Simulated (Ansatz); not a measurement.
# BN in Ansatz: convergence with xc grid

BN:

```xyz
2
Lattice="0.0000 1.8130 1.8130 1.8130 0.0000 1.8130 1.8130 1.8130 0.0000" Properties=species:S:1:pos:R:3 pbc="T T T"
N     0.9065    0.9065    0.9065
B     0.0000    0.0000    0.0000
```

The cell is a database's computed one.

| Item | Value |
| --- | --- |
| Program | Ansatz 0.2.0 |
| Task | convergence study |
| Functional | PBE |
| Potentials or basis | JTH PAW |
| Cutoff | 1320 eV (not typed: the program's choice for these potentials) |
| k mesh | 11 × 11 × 11 |
| Occupations | gaussian, width 0.05 eV |
| Spin | no spin polarisation |

These are the settings of the first run; the series varies xc grid, with any setting tied to it.

Hardware: 2 threads of Intel(R) Xeon(R) Processor @ 2.50GHz (Skylake/Cascade Lake), with other jobs on the host.

```csv
xc grid,"energy less the tightest run, at zero smearing (meV/atom)",SCF cycles,CPU time (s),peak memory (GiB)
1,0.11,7,6,0.32
2,0.04,7,6.2,0.33
3,0.00,7,6.2,0.36
4,0.00,7,6.8,0.41
5,0.00,7,8.2,0.5
```

Against the tightest run, the energy stays within 1 meV/atom from 1 on. The tightest run that finished is the yardstick and may itself not be fully converged.
